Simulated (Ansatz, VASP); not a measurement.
## Ge in VASP and in Ansatz

```
Ge
1.0
    -2.45430    2.45430    1.34294
     2.45430   -2.45430    1.34294
     2.45430    2.45430   -1.34294
Ge
2
Direct
  0.25000 0.75000 0.50000
  0.50000 0.50000 0.00000
```

Alike in both runs: functional PBEsol; k mesh 18 × 18 × 18; occupations fermi-dirac, width 0.1 eV; no spin polarisation.

Ansatz relaxed the structure, and its values are those at the end. VASP's run is a single point on that final structure, the one shown.

|  | VASP | Ansatz |
| --- | --- | --- |
| version | VASP 6.6.1 | Ansatz 0.2.0 |
| potentials or method | VASP PAW PBE potentials, release 64 (Ge_d) | scalar-relativistic, plane waves, PAW |
| plane-wave cutoff (eV) | 520 | 420 |
| valence electrons in the cell | 28 | 28 |

|  | VASP | Ansatz | Ansatz less VASP |
| --- | --- | --- | --- |
| gap on the k mesh at the Fermi level (eV) | none | none | - |
| pressure (GPa) | 13.3 | 13.3 | -0.05 |

A gap of «none» marks a metal or a gap that the smearing closes.

Caveats: the PAW data sets were made with another functional, which shifts forces and pressure a little (VASP).
